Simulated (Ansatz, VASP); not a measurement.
# Two plane-wave programs on Al

```
Al
1.0
     0.00000    2.02398    2.02398
     2.02398    0.00000    2.02398
     2.02398    2.02398    0.00000
Al
1
Direct
  0.00000 0.00000 0.00000
```

Alike in both runs: task relaxation of cell and atoms; functional PBE; k mesh 18 × 18 × 18; occupations gaussian, width 0.1 eV; no spin polarisation.

|  | VASP | Ansatz |
| --- | --- | --- |
| version | VASP 6.6.1 | Ansatz 0.2.0 |
| potentials or method | VASP PAW PBE potentials, release 64 (Al) | scalar-relativistic, plane waves, PAW |
| plane-wave cutoff (eV) | 600 | 420 |
| valence electrons in the cell | 3 | 3 |

```tsv
	VASP	Ansatz	Ansatz less VASP
gap on the k mesh at the Fermi level, each at its own relaxed structure (eV)	none	none	-
relaxed volume (Å³/atom)	16.49	16.49	-0.001
relaxed cell length with the largest relative difference (Å)	2.857	2.857	-0.0001
```

A gap of «none» marks a metal or a gap that the smearing closes.
